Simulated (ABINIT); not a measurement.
The system is NiO.

```
Ni O
1.0
     0.00000    2.08590    2.08590
     2.08590    0.00000    2.08590
     2.08590    2.08590    0.00000
Ni O
1 1
Cartesian
  0.0000 0.0000 0.0000
  2.0859 2.0859 2.0859
```

Base run:

```yaml
Program: ABINIT 10.8.3 (patched build)
Functional: PBEsol
Potentials_or_basis: PseudoDojo NC SR PBEsol v0.4 stringent
Cutoff: 1306 eV
k_mesh: 8 × 8 × 8
Occupations: fermi-dirac, width 0.05 eV
Spin: collinear spin, ferromagnetic start
Starting_moments: "[1.0, 0.0] μB"
```

Its results: pressure -6.5 GPa; net moment 1.69 μB per cell; site moments Ni +1.39; O +0.29 μB.

Task: The run is repeated on the same cell with these changes: k mesh from 8 × 8 × 8 to 8 × 8 × 8, with 4 shifts. What comes out?

Result: Pressure -7.5 GPa; net moment 1.61 μB per cell; site moments Ni +1.33; O +0.27 μB.

Caveats: small starting moments can end in a higher magnetic state in this program; a cell with one magnetic atom can't hold antiferromagnetic order, which such compounds often take.

Not every run made on this cell is shown here.
